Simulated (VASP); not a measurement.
# Rb (Fm-3m) in VASP: a series of runs, part 2 of 2

VASP 6.6.1.

### Step 3. Single point, LDA

This run uses another cell than the first one, of 87.79 Å³/atom, 1.120 times its volume.

INCAR

```
SYSTEM = Rb
PREC = Accurate
ENCUT = 520
EDIFF = 1E-6
ISMEAR = -1
SIGMA = 0.1
LREAL = .False.
LASPH = .True.
NELM = 100
ALGO = Normal
ISIF = 2
LWAVE = .False.
LCHARG = .True.
LELF = .True.
LVHAR = .True.
NBANDS = 10
```

KPOINTS

```
Automatic mesh
0
Gamma
  9 9 9
  0 0 0
```

POSCAR

```
Rb
1.0
    0.0000000000      3.5275662884      3.5275662884
    3.5275662884      0.0000000000      3.5275662884
    3.5275662884      3.5275662884      0.0000000000
Rb
1
Direct
    0.0000000000      0.0000000000      0.0000000000
```

Potentials or basis: VASP PAW LDA potentials, release 64 (Rb_sv).

The run is started by

```console
$ cat potpaw_LDA.64/Rb_sv/POTCAR > POTCAR
$ mpirun -np 1 vasp_std > vasp.out
```

OUTCAR:

```text
SYSTEM = Rb
   PREC = Accurate
   ENCUT = 520
   EDIFF = 1E-6
   ISMEAR = -1
   LREAL = .False.
   LASPH = .True.
   NELM = 100
   ISIF = 2

 ion  position               nearest neighbor table
   1  0.000  0.000  0.000-

  LATTYP: Found a face centered cubic cell.
 ALAT       =     7.0551325768

  Lattice vectors:

 A1 = (   0.0000000000,   3.5275662884,   3.5275662884)
 A2 = (   3.5275662884,   0.0000000000,   3.5275662884)
 A3 = (   3.5275662884,   3.5275662884,   0.0000000000)

Analysis of symmetry for initial positions (statically):
=====================================================================
 Subroutine PRICEL returns:
 Original cell was already a primitive cell.

 Routine SETGRP: Setting up the symmetry group for a
 face centered cubic supercell.

 Subroutine GETGRP returns: Found 48 space group operations
 (whereof 48 operations were pure point group operations)
 out of a pool of 48 trial point group operations.

The static configuration has the point symmetry O_h .

Analysis of symmetry for dynamics (positions and initial velocities):
=====================================================================
 Subroutine PRICEL returns:
 Original cell was already a primitive cell.

 Routine SETGRP: Setting up the symmetry group for a
 face centered cubic supercell.

 Subroutine GETGRP returns: Found 48 space group operations
 (whereof 48 operations were pure point group operations)
 out of a pool of 48 trial point group operations.

The dynamic configuration has the point symmetry O_h .

 Subroutine INISYM returns: Found 48 space group operations
 (whereof 48 operations are pure point group operations),
 and found     1 'primitive' translations

----------------------------------------------------------------------------------------

                                     Primitive cell

  volume of cell :      87.7921

  direct lattice vectors                    reciprocal lattice vectors
     0.000000000  3.527566288  3.527566288    -0.141740781  0.141740781  0.141740781
     3.527566288  0.000000000  3.527566288     0.141740781 -0.141740781  0.141740781
     3.527566288  3.527566288  0.000000000     0.141740781  0.141740781 -0.141740781

  length of vectors
     4.988732087  4.988732087  4.988732087     0.245502234  0.245502234  0.245502234

  position of ions in fractional coordinates (direct lattice)
     0.000000000  0.000000000  0.000000000

  ion indices of the primitive-cell ions
   primitive index   ion index
                 1           1

----------------------------------------------------------------------------------------

 KPOINTS: Automatic mesh

Automatic generation of k-mesh.
 Grid dimensions read from file:
 generate k-points for:    9    9    9

 Generating k-lattice:

  Cartesian coordinates                     Fractional coordinates (reciprocal lattice)
    -0.015748976  0.015748976  0.015748976     0.111111111  0.000000000  0.000000000
     0.015748976 -0.015748976  0.015748976     0.000000000  0.111111111  0.000000000
     0.015748976  0.015748976 -0.015748976     0.000000000  0.000000000  0.111111111

  Length of vectors
     0.027278026  0.027278026  0.027278026

  Shift w.r.t. Gamma in fractional coordinates (k-lattice)
     0.000000000  0.000000000  0.000000000

 Subroutine IBZKPT returns following result:
 ===========================================

 Found     35 irreducible k-points:

 Following reciprocal coordinates:
            Coordinates               Weight
  0.000000  0.000000  0.000000      1.000000
  0.111111  0.000000  0.000000      8.000000
  0.222222  0.000000  0.000000      8.000000
  0.333333  0.000000  0.000000      8.000000
  0.444444  0.000000  0.000000      8.000000
  0.111111  0.111111  0.000000      6.000000
[... 16 lines left out ...]
 -0.333333  0.333333  0.000000     12.000000
  0.444444  0.444444  0.000000      6.000000
 [... further k-points ...]
   k-points           NKPTS =     35   k-points in BZ     NKDIM =     35   number of bands    NBANDS=     10
   number of dos      NEDOS =    301   number of ions     NIONS =      1
   total plane-waves  NPLWV =  64000
   dimension x,y,z NGX =    40 NGY =   40 NGZ =   40
   dimension x,y,z NGXF=    80 NGYF=   80 NGZF=   80
   ions per type =               1
   NGX,Y,Z   is equivalent  to a cutoff of  13.33, 13.33, 13.33 a.u.
   NGXF,Y,Z  is equivalent  to a cutoff of  26.66, 26.66, 26.66 a.u.
 SYSTEM =  Rb
   PREC   = accura    normal or accurate (medium, high low for compatibility)
   ISTART =      0    job   : 0-new  1-cont  2-samecut
   ICHARG =      2    charge: 1-file 2-atom 10-const
   ISPIN  =      1    spin polarized calculation?
   LNONCOLLINEAR =      F non collinear calculations
   LSORBIT =      F    spin-orbit coupling
   LASPH  =      T    aspherical Exc in radial PAW
   ENCUT  =  520.0 eV  38.22 Ry    6.18 a.u.   9.28  9.28  9.28*2*pi/ulx,y,z
   NELM   =    100;   NELMIN=  2; NELMDL= -5     # of ELM steps
   EDIFF  = 0.1E-05   stopping-criterion for ELM
   LREAL  =      F    real-space projection
   EDIFFG = 0.1E-04   stopping-criterion for IOM
   NSW    =      0    number of steps for IOM
   IBRION =     -1    ionic relax: 0-MD 1-quasi-New 2-CG
   NFREE  =      0    steps in history (QN), initial steepest desc. (CG)
   ISIF   =      2    stress and relaxation
   ISYM   =      2    0-nonsym 1-usesym 2-fastsym
   POTIM  = 0.5000    time-step for ionic-motion
   TEBEG  =    0.0;   TEEND  =   0.0 temperature during run
   PSTRESS=    0.0 pullay stress
   NELECT =       9.0000    total number of electrons
   NUPDOWN=      -1.0000    fix difference up-down
   EMIN   =  10.00;   EMAX   =-10.00  energy-range for DOS
   EFERMI =   0.00;   METHOD = LEGACY
   ISMEAR =    -1;   SIGMA  =   0.10  broadening in eV -4-tet -1-fermi 0-gaus
   EFERMI_NEDOS =   21; number of points for ismear=-14 and -15
   IALGO  =     38    algorithm
   IMIX   =      4    mixing-type and parameters
     AMIX     =   0.40;   BMIX     =  1.00
     AMIX_MAG =   1.60;   BMIX_MAG =  1.00
  volume/ion in A,a.u.               =      87.79       592.45
  Fermi-wavevector in a.u.,A,eV,Ry     =   0.766191  1.447891  7.987286  0.587049
  Thomas-Fermi vector in A             =   1.866476
   LORBIT       =      0    0 simple, 1 ext, 2 COOP (PROOUT), +10 PAW based schemes
   GGA     = CA    functional components
   LHFCALC =     F    Hartree Fock is set to
   AEXX    =    0.0000 exact exchange contribution
   IVDW    =     0    specifies the selected vdW correction
   LEPSILON=     F    determine dielectric tensor
   LRPA    =     F    only Hartree local field effects (RPA)
 non-spin polarized calculation
  energy-cutoff  :      520.00
  volume of cell :       87.79
 maximum number of plane-waves:      2421
 NGX is ok and might be reduce to    40
   NGX = 19   NGY = 19   NGZ = 19

 number of electron       9.0000000 magnetization

 Free energy of the ion-electron system (eV)
  ---------------------------------------------------
  ext. energy  EPLUGINS =         0.00000000
  ---------------------------------------------------
  free energy    TOTEN  =        -1.06458768 eV

  energy without entropy =       -1.03548569  energy(sigma->0) =       -1.05003669

 E-fermi :  -0.1187     XC(G=0):  -5.7682

 val. band max:       -0.2543050303   @ k =   0.4444   0.0000   0.0000
 cond. band min:      -0.0734815861   @ k =   0.4444   0.3333   0.0000
 fundamental gap:      0.1808234442
 Fermi energy:        -0.1186809650

 k-point     1 :       0.0000    0.0000    0.0000
  band No.  band energies     occupation
      1     -28.9010      2.00000
      2     -12.9989      2.00000
      3     -12.9989      2.00000
      4     -12.9989      2.00000
      5      -2.1622      2.00000
      6       3.4112      0.00000
      7       3.4112      0.00000
      8       3.4112      0.00000
      9       4.7529      0.00000
     10       4.7529      0.00000
[... 287 lines left out ...]
 k-point    24 :       0.4444    0.4444    0.0000
  band No.  band energies     occupation
      1     -28.8949      2.00000
      2     -13.0999      2.00000
      3     -13.0380      2.00000
      4     -13.0380      2.00000
      5       0.2683      0.04088
      6       1.5351      0.00000
      7       1.6860      0.00000
      8       4.3779      0.00000
      9       4.3779      0.00000
     10       4.9087      0.00000

 [... further k-points ...]

------------------------ aborting loop because EDIFF is reached ----------------------------------------

  FORCE on cell =-STRESS in cart. coord.  units (eV):
  Direction    XX          YY          ZZ          XY          YZ          ZX
  --------------------------------------------------------------------------------------
  -------------------------------------------------------------------------------------
  Total       -0.1862887     -0.1862887     -0.1862887      0.0000000      0.0000000     -0.0000000
  in kB       -3.3997074     -3.3997074     -3.3997074      0.0000000      0.0000000     -0.0000000
  external PRESSURE =      -3.3997074 kB  Pullay stress =       0.0000000 kB

 VOLUME and BASIS-vectors are now :
 -----------------------------------------------------------------------------
  energy-cutoff  :      520.00
  volume of cell :       87.79
      direct lattice vectors                 reciprocal lattice vectors
     0.000000000  3.527566288  3.527566288    -0.141740781  0.141740781  0.141740781
     3.527566288  0.000000000  3.527566288     0.141740781 -0.141740781  0.141740781
     3.527566288  3.527566288  0.000000000     0.141740781  0.141740781 -0.141740781

 POSITION                                       TOTAL-FORCE (eV/Angst)
 -----------------------------------------------------------------------------------
      0.00000      0.00000      0.00000        -0.000000      0.000000      0.000000
 -----------------------------------------------------------------------------------
    total drift:                               -0.000000     -0.000000     -0.000000

  FREE ENERGIE OF THE ION-ELECTRON SYSTEM (eV)
  ---------------------------------------------------
  free  energy   TOTEN  =        -1.0645876778 eV

  energy  without entropy=       -1.0354856948  energy(sigma->0) =       -1.05003669
```

stdout:

```text
POSCAR found type information on POSCAR Rb
 POSCAR found :  1 types and       1 ions
 scaLAPACK will be used
 LDA part: xc-table for (Slater(with rela. corr.)+CA(PZ))
 , standard interpolation
 POSCAR, INCAR and KPOINTS ok, starting setup
 FFT: planning ... GRIDC
 FFT: planning ... GRID_SOFT
 FFT: planning ... GRID
 WAVECAR not read
 entering main loop
```

It took 24 s on 1 thread of Intel Xeon Platinum 8488C (Sapphire Rapids), shared host; peak memory 0.19 GiB.

What came out:

```
Free energy            : -1.0646 eV
Pressure               : -0.3 GPa
Band gap on the k mesh : none (metal or under the smearing width)
```

Levels at points of the mesh, in eV from the Fermi level:
```
           k point  band 2  band 3  band 4  band 5  band 6  band 7  band 8  band 9
(0.00, 0.00, 0.00)  -12.88  -12.88  -12.88   -2.04    3.53    3.53    3.53    4.87
```

### Step 4. Single point, LDA

This run uses another cell than the first one, of 68.98 Å³/atom, 0.880 times its volume.

INCAR

```
SYSTEM = Rb
PREC     = Accurate       ! precision mode
ENCUT    = 520            ! plane-wave cutoff, eV
EDIFF    = 1E-6           ! SCF threshold, eV
ISMEAR   = -1             ! smearing method
SIGMA    = 0.1            ! smearing width, eV
LREAL    = .FALSE.        ! projectors in reciprocal space
LASPH    = .TRUE.         ! aspherical terms in the spheres
NELM     = 80             ! most SCF steps
ALGO     = Normal         ! electronic algorithm
ISIF     = 2              ! what is computed and relaxed
LWAVE    = .FALSE.        ! write WAVECAR
LCHARG   = .FALSE.        ! write CHGCAR
GGA      = CA             ! functional
NBANDS   = 10             ! bands
```

KPOINTS

```
regular mesh
0
G
  9 9 9
  0 0 0
```

POSCAR

```
Rb
1.0
    0.0000000000      3.2550929919      3.2550929919
    3.2550929919      0.0000000000      3.2550929919
    3.2550929919      3.2550929919      0.0000000000
Rb
1
Direct
    0.0000000000      0.0000000000      0.0000000000
```

The run is started by

```console
$ cat potpaw_LDA.64/Rb_sv/POTCAR > POTCAR
$ mpirun -np 1 vasp_std > vasp.out
```

Run time: 20 s. Hardware: 1 thread of Intel Xeon Platinum 8488C (Sapphire Rapids), shared host; peak memory 0.17 GiB.

It converged, with:

```
Free energy            : -1.0629 eV
Pressure               : 0.5 GPa
Band gap on the k mesh : none (metal or under the smearing width)
```

Levels at points of the mesh, in eV from the Fermi level:
| k point | band 2 | band 3 | band 4 | band 5 | band 6 | band 7 | band 8 | band 9 |
| --- | --- | --- | --- | --- | --- | --- | --- | --- |
| (0.00, 0.00, 0.00) | -12.75 | -12.75 | -12.75 | -2.40 | 3.71 | 3.71 | 3.71 | 5.33 |

### Step 5. Summary

| cell | k mesh | gap on the mesh (eV) | pressure (GPa) |
| --- | --- | --- | --- |
| Fm-3m, 78.39 Å³/atom | 13 × 13 × 13 | none | 0.0 |
| Fm-3m, 87.79 Å³/atom | 9 × 9 × 9 | none | -0.3 |
| Fm-3m, 68.98 Å³/atom | 9 × 9 × 9 | none | 0.5 |

Alike in all rows: task single point; level LDA; potentials or basis VASP PAW LDA potentials, release 64 (Rb_sv); no spin polarisation; cutoff (eV) 520; smearing fermi-dirac 0.1 eV.

Every run on the cell as given and a fine mesh finds a metal.

Total energies depend on the potentials used, so only differences within one code and one set of settings carry meaning.
